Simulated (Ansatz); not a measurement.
The parent structure is BaSnO3 in the cubic perovskite structure (space group Pm-3m, No. 221; a = 4.122 Å). Axes: x, y, z lie along the cube axes.

The values are results of PBEsol (Ansatz, an electronic-structure program, PAW, spin-orbit coupling left out), earlier PAW set, not measurements.

Base values:

```
Property                  Value
---------------  --------------
Band gap                0.86 eV
Electron mass    0.16 mₑ (at Γ)
Volume per atom        14.00 Å³
```

One thing is altered: uniaxial stress, 8 GPa compression along z; all other stress components relax to zero.

What does the calculation give for the band gap after the change?

The band gap goes up by 0.18 eV, from 0.86 eV to 1.04 eV.

What does the calculation give for the electron mass after the change?

The electron mass becomes 0.17 mₑ (at Γ) (base: 0.16 mₑ (at Γ)).

Predict the new mean lateral Poisson ratio.

The mean lateral Poisson ratio amounts to 0.24.

What does the calculation give for the secant Young's modulus along z after the change?

The secant Young's modulus along z amounts to 280 GPa.

What happens to the volume per atom?

The volume per atom decreases by 0.21 Å³, from 14.00 Å³ to 13.79 Å³.

Load acts through the strain it causes; cell and atoms are relaxed under it. Effective masses come from finite differences of ±0.01 Å⁻¹. Beyond what the load breaks, stability against distortions was not tested.
